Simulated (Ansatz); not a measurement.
**C (P6_3/mmc), random displacements**

All numbers below come from DFT r2SCAN, scalar-relativistic, plane waves, PAW in Ansatz. Cutoff 500 eV, Γ-centred 12×12×6 k-points, Gaussian smearing of 0.05 eV. No spin polarisation. Energies are free energies at this smearing, counted from the undisturbed cell; pressure is positive in compression.

The undisturbed cell (relaxed at this level):

```yaml
crystal:
  lattice:
    - [2.50319, 0.00000, 0.00000]
    - [-1.25160, 2.16783, 0.00000]
    - [0.00000, 0.00000, 4.16888]
  atoms:
    - { symbol: C, position: [0.33333, 0.66667, 0.06273] }
    - { symbol: C, position: [0.66667, 0.33333, 0.56273] }
    - { symbol: C, position: [0.33333, 0.66667, 0.43727] }
    - { symbol: C, position: [0.66667, 0.33333, 0.93727] }
```

The atoms are displaced (Å, in the unstrained cell):

```csv
atom,ux,uy,uz
C1,0.141,-0.102,-0.032
C2,0.002,-0.030,0.020
C3,0.013,0.151,0.032
C4,-0.156,-0.018,-0.020
```

The cell is not strained.

(1) What are the energy change, the stress and the forces?

Answers

(1) ΔE = 728.4 meV/atom; stress (xx, yy, zz, yz, xz, xy; compression positive) (42.36, 35.44, 19.57, 22.20, -15.75, -17.05) GPa; gap on the mesh 0.10 eV.
```
atom Fx (eV/Å) Fy Fz
  C1     -12.51   8.20   5.65
  C2      -0.69   7.50   0.61
  C3       0.59  -9.05  -2.81
  C4      12.60  -6.65  -3.46
```

Cost: 1 run of about 0.47 core-minutes, on Arm Neoverse V1 (shared hosts).